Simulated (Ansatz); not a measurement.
# Two structures of Ag: comparison of enthalpies under pressure, by script

An exercise on one series of results from a longer session: the logs are not shown, and one member is left open.

All numbers are computed with Ansatz 0.2.0, driven from Python. Level of theory: DFT PBE, plane waves, PAW.

### The system

Ag Fd-3m: It takes space group Fd-3m (No. 227, cubic). Conventional cell: a = 5.620 Å, b = 5.620 Å, c = 5.620 Å, α = 90.00°, β = 90.00°, γ = 90.00°. Ag (site symmetry -43m) is surrounded by 4 Ag at 2.43 Å.

Ag Pm-3m: Symmetry: Pm-3m, No. 221, cubic system. Conventional cell: a = 2.660 Å, b = 2.660 Å, c = 2.660 Å, α = 90.00°, β = 90.00°, γ = 90.00°. Ag (site symmetry m-3m) has 6 Ag at 2.66 Å as nearest neighbours.

The script holds or builds the structure itself.

Set-up of the first run:

Contents of ag_transition.py:

```python
# -*- coding: utf-8 -*-
import warnings

import ansatz as az
import numpy as np


def diamond(a_site, a):
    return az.Crystal.diamond(a_site, a=a)


def sc(first, a):
    return (
        az.Lattice.cubic(a)
        .space_group(221)
        .atom(first, (0, 0, 0))
    )


def compute(name, crystal, pressure=0.0):
    calc = (
        crystal.calculation()
        .functional("PBE")
        .basis(31 * az.Ry)
        .kpoints(spacing=0.14)
        .occupations("fermi_dirac", width=0.05)
    )
    calc = calc.relax(force_tolerance=0.03, max_steps=60, cell=True, pressure=pressure)
    return calc.run(threads=1, backend="cpu")


def volume_per_atom(outcome):
    return abs(np.linalg.det(outcome.lattice.cell_ang)) / len(outcome.lattice.sites)

warnings.simplefilter("ignore", az.DeckWarning)

phases = {}
phases["diamond"] = diamond("Ag", 5.62)
phases["sc"] = sc("Ag", 2.66)

pressures = [0, 5, 10, 20]
enthalpy, volume = {name: [] for name in phases}, {name: [] for name in phases}
for p in pressures:
    for name, crystal in phases.items():
        o = compute(name, crystal, pressure=p)
        volume[name].append(volume_per_atom(o))
        enthalpy[name].append(o.report["energy_sigma0_ev"] / len(o.lattice.sites) + p * volume[name][-1] / 160.21766)
gap = np.array(enthalpy["sc"]) - np.array(enthalpy["diamond"])
rows = [(p, va, vb, 1000 * d) for p, va, vb, d in zip(pressures, volume["diamond"], volume["sc"], gap)]
print("   P (GPa)  V diamond (A^3/atom)  V sc (A^3/atom)  H(sc) - H(diamond) (meV/atom)")
for row in rows:
    print(f"{row[0]:10d}  {row[1]:20.3f}  {row[2]:15.3f}  {row[3]:+29.1f}")
crossings = [p0 - g0 * (p1 - p0) / (g1 - g0) for p0, p1, g0, g1 in zip(pressures, pressures[1:], gap, gap[1:]) if g0 * g1 < 0]
print("crossing near", [round(float(p), 1) for p in crossings], "GPa") if crossings else print("no crossing in this range")
```

Run with:

```console
$ python ag_transition.py
```

Among the steps run: Running it.

One of the session's tables, all rows but one given; the rest of the session is left out.

It belongs to the step «The engine's runs». Enthalpy H = E + pV of the second structure less the first:

| pressure (GPa) | ΔH (meV/atom) |
| --- | --- |
| 0 | -452.4 |
| 5 | -703.7 |
| 10 | ? |
| 20 | -1254.6 |

Q: Estimate the row for pressure (GPa) = 10 from the others.

Worked estimate for «ΔH (meV/atom)». A straight line through the neighbours (5, -703.7) and (20, -1254.6) gives -703.7 + (-1254.6 + 703.7) × (10 − 5) / (20 − 5) = -887.3; a parabola fitted to 3 rows on both sides gives -921.2.

**Answer.** ΔH (meV/atom): -909.6. In «ΔH (meV/atom)» the line misses by +22.3 and the parabola by -11.6.

Caveats from the session: Only these two structures are compared, at zero temperature and with their symmetry kept; either may be hypothetical, and another phase may be lower than both.
